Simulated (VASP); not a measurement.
A run of VASP 6.6.1:

Contents of INCAR:

```
PREC = Accurate
ENCUT = 600
EDIFF = 1E-7
ISMEAR = 1
SIGMA = 0.1
LREAL = False
LASPH = True
NELM = 80
ALGO = Normal
ISIF = 3
LWAVE = False
LCHARG = False
GGA = PE
IBRION = 2
NSW = 90
EDIFFG = -0.005
```

Contents of KPOINTS:

```
Automatic mesh
0
Gamma
  12 12 7
```

POSCAR

```
Te2Pt                                   
1.0
    4.0876354972      0.0000000000      0.0000000000
   -2.0438177486      3.5399961820      0.0000000000
    0.0000000000     -0.0000000000      5.3416704177
  Te              Pt            
     2     1
Direct
     0.3333333332999970    0.6666666667000030    0.2551419248095311
     0.6666666667000030    0.3333333332999970    0.7448580751904688
     0.0000000000000000    0.0000000000000000    0.0000000000000000
```

Potentials or basis: VASP PAW PBE potentials, release 64 (Te, Pt).

Launch:

```console
$ cat potpaw_PBE.64/Te/POTCAR potpaw_PBE.64/Pt/POTCAR > POTCAR
$ mpirun -np 1 vasp_std > vasp.out
```

Hardware: 1 thread of AMD EPYC 9R45 96-Core Processor (Zen 5), on a shared host.

How long does it take, and how much memory?

Run time: 6.6 min on 1 thread of AMD EPYC 9R45 96-Core Processor (Zen 5) (shared host), peak memory 0.33 GiB. Counts: scf iterations 55, k points 112, ion steps 8.
